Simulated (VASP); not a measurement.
Input of a VASP 6.6.1 run:

POSCAR

```
MgSe                                    
1.0
    0.0000000000      2.7521758938      2.7521758938
    2.7521758938      0.0000000000      2.7521758938
    2.7521758938      2.7521758938      0.0000000000
  Mg              Se            
     1     1
Direct
     0.0000000000000000    0.0000000000000000    0.0000000000000000
     0.5000000000000000    0.5000000000000000    0.5000000000000000
```

Contents of INCAR.step1:

```
  ALGO = Normal
  EDIFF = 1E-7
  ENCUT = 520
  GGA = PE
  ISIF = 2
  ISMEAR = 0
  KPAR = 4
  LASPH = True
  LCHARG = True
  LREAL = False
  LWAVE = False
  NBANDS = 11
  NELM = 100
  PREC = Accurate
  SIGMA = 0.02
```

KPOINTS.step1

```
k-points
0
Gamma
  8 8 8
```

INCAR.step2

```
  ALGO = Normal
  EDIFF = 1E-7
  ENCUT = 520
  GGA = PE
  ICHARG = 11
  ISIF = 2
  ISMEAR = 0
  KPAR = 4
  LASPH = True
  LCHARG = False
  LREAL = False
  LWAVE = False
  NBANDS = 11
  NELM = 100
  PREC = Accurate
  SIGMA = 0.05
```

The input KPOINTS.step2:

```
path GXWKGLUWLK,UX
10
line-mode
reciprocal
 0.0000000000  0.0000000000  0.0000000000  G
 0.5000000000  0.0000000000  0.5000000000  X

 0.5000000000  0.0000000000  0.5000000000  X
 0.5000000000  0.2500000000  0.7500000000  W

 0.5000000000  0.2500000000  0.7500000000  W
 0.3750000000  0.3750000000  0.7500000000  K

 0.3750000000  0.3750000000  0.7500000000  K
 0.0000000000  0.0000000000  0.0000000000  G

 0.0000000000  0.0000000000  0.0000000000  G
 0.5000000000  0.5000000000  0.5000000000  L

 0.5000000000  0.5000000000  0.5000000000  L
 0.6250000000  0.2500000000  0.6250000000  U

 0.6250000000  0.2500000000  0.6250000000  U
 0.5000000000  0.2500000000  0.7500000000  W

 0.5000000000  0.2500000000  0.7500000000  W
 0.5000000000  0.5000000000  0.5000000000  L

 0.5000000000  0.5000000000  0.5000000000  L
 0.3750000000  0.3750000000  0.7500000000  K

 0.6250000000  0.2500000000  0.6250000000  U
 0.5000000000  0.0000000000  0.5000000000  X
```

Potentials or basis: VASP PAW PBE potentials, release 64 (Mg, Se).

Run with:

```console
$ cat potpaw_PBE.64/Mg/POTCAR potpaw_PBE.64/Se/POTCAR > POTCAR
$ cp INCAR.step1 INCAR
$ cp KPOINTS.step1 KPOINTS
$ mpirun -np 4 vasp_std > vasp.out
$ cp INCAR.step2 INCAR
$ cp KPOINTS.step2 KPOINTS
$ mpirun -np 4 vasp_std > vasp.out
```

Q: Predict the band gap along the path.

A: 1.75 eV, indirect (least direct gap 2.40 eV).

Q: Estimate the band gap on the k mesh.

A: 1.75 eV, indirect (least direct gap 2.40 eV).

Levels at the corners of the path, in eV from the valence-band top:
```tsv
point	band 1	band 2	band 3	band 4	band 5	band 6	band 7	band 8
Γ	-12.79	0.00	0.00	0.00	2.40	7.42	7.42	7.42
X	-11.43	-4.11	-1.72	-1.72	1.75	4.04	11.47	11.91
X	-11.43	-4.11	-1.72	-1.72	1.75	4.04	11.47	11.91
W	-11.40	-3.19	-3.19	-2.47	4.43	6.87	7.53	7.53
W	-11.40	-3.19	-3.19	-2.47	4.43	6.87	7.53	7.53
K	-11.43	-3.63	-3.22	-1.38	3.00	6.25	8.81	9.69
K	-11.43	-3.63	-3.22	-1.38	3.00	6.25	8.81	9.69
Γ	-12.79	0.00	0.00	0.00	2.40	7.42	7.42	7.42
Γ	-12.79	0.00	0.00	0.00	2.40	7.42	7.42	7.42
L	-11.73	-4.79	-0.55	-0.55	3.79	6.06	6.06	8.40
L	-11.73	-4.79	-0.55	-0.55	3.79	6.06	6.06	8.40
U	-11.43	-3.63	-3.22	-1.38	3.00	6.25	8.81	9.69
U	-11.43	-3.63	-3.22	-1.38	3.00	6.25	8.81	9.69
W	-11.40	-3.19	-3.19	-2.47	4.43	6.87	7.53	7.53
W	-11.40	-3.19	-3.19	-2.47	4.43	6.87	7.53	7.53
L	-11.73	-4.79	-0.55	-0.55	3.79	6.06	6.06	8.40
L	-11.73	-4.79	-0.55	-0.55	3.79	6.06	6.06	8.40
K	-11.43	-3.63	-3.22	-1.38	3.00	6.25	8.81	9.69
U	-11.43	-3.63	-3.22	-1.38	3.00	6.25	8.81	9.69
X	-11.43	-4.11	-1.72	-1.72	1.75	4.04	11.47	11.91
```

Caveat: the log is that of the step along the path at fixed density, whose energy, stress, charges and moments have no meaning.
